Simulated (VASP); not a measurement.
A run of VASP 6.6.1 is set up as follows.

POSCAR

```
CdSe
1.0
    0.0000000000      3.0410661763      3.0410661763
    3.0410661763      0.0000000000      3.0410661763
    3.0410661763      3.0410661763      0.0000000000
Cd Se
1 1
Direct
    0.0000000000      0.0000000000      0.0000000000
    0.2500000000      0.2500000000      0.2500000000
```

Contents of INCAR.step1:

```
PREC     = Accurate       # precision mode
ENCUT    = 520            # plane-wave cutoff, eV
ISMEAR   = 0              # smearing method
SIGMA    = 0.02           # smearing width, eV
LREAL    = False          # projectors in reciprocal space
LASPH    = True           # aspherical terms in the spheres
NELM     = 100            # most SCF steps
NBANDS   = 16             # bands
GGA      = PE             # functional
ALGO     = Normal         # electronic algorithm
EDIFF    = 1E-4           # SCF threshold, eV
LWAVE    = True           # write WAVECAR
LCHARG   = False          # write CHGCAR
```

The input INCAR.step2:

```
PREC     = Accurate       # precision mode
ENCUT    = 520            # plane-wave cutoff, eV
EDIFF    = 1E-6           # SCF threshold, eV
ISMEAR   = 0              # smearing method
SIGMA    = 0.02           # smearing width, eV
LREAL    = False          # projectors in reciprocal space
LASPH    = True           # aspherical terms in the spheres
NELM     = 100            # most SCF steps
ALGO     = Normal         # electronic algorithm
ISIF     = 2              # what is computed and relaxed
LWAVE    = False          # write WAVECAR
LCHARG   = False          # write CHGCAR
METAGGA  = R2SCAN         # meta-GGA
LMIXTAU  = True         
NBANDS   = 16             # bands
ISTART   = 1
```

The input KPOINTS:

```
regular mesh
0
Gamma
  10 10 10
```

Potentials or basis: VASP PAW PBE potentials, release 64 (Cd, Se).

The run is started by

```sh
$ cat potpaw_PBE.64/Cd/POTCAR potpaw_PBE.64/Se/POTCAR > POTCAR
$ cp INCAR.step1 INCAR
$ mpirun -np 1 vasp_std > vasp.out
$ cp INCAR.step2 INCAR
$ mpirun -np 1 vasp_std > vasp.out
```

Problem. What does it give for the pressure?

Solution. 1.7 GPa.

Problem. Predict the band gap on the k mesh.

Solution. 1.09 eV, direct.

Caveat: the PAW data sets were made with another functional, which shifts forces and pressure a little. r2SCAN opens gaps a little over a GGA but as a rule still falls short of measured ones.
